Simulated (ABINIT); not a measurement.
Here is an ABINIT 10.8.3 (patched build) calculation.

Contents of run.abi:

```
# Pseudopotentials
pp_dirpath "./"
pseudos "Ge.upf"

# Structure
acell 3*1.0
rprim
    -4.8650804796     4.8650804796     2.6407271787
     4.8650804796    -4.8650804796     2.6407271787
     4.8650804796     4.8650804796    -2.6407271787
ntypat 1
znucl 32
natom 2
typat 1 1
xred
     0.5000000000     0.5000000000     0.0000000000
     0.2500000000     0.7500000000     0.5000000000

# Plane-wave basis
ecut 952.398519 eV

# k points
kptopt 1
ngkpt 8 8 8
nshiftk 1
shiftk 0.0 0.0 0.0

# Exchange and correlation
ixc 7

# Bands and occupations
nband 18
occopt 3
tsmear 0.05 eV

# SCF cycle
nstep 100
tolvrs 1.0e-10

# Output
iomode 3
prtwf 0
prteig 0
prtebands 0
enunit 1
prtden 1
prtvha 1
prtvclmb 1
prtpot 1
prtelf 1
```

Potentials or basis: PseudoDojo NC SR LDA v0.4.1 standard.

Command:

```console
$ abinit run.abi > log 2>&1
```

(1) Predict the band gap on the k mesh.

Answers

(1) none (metal or under the smearing width).
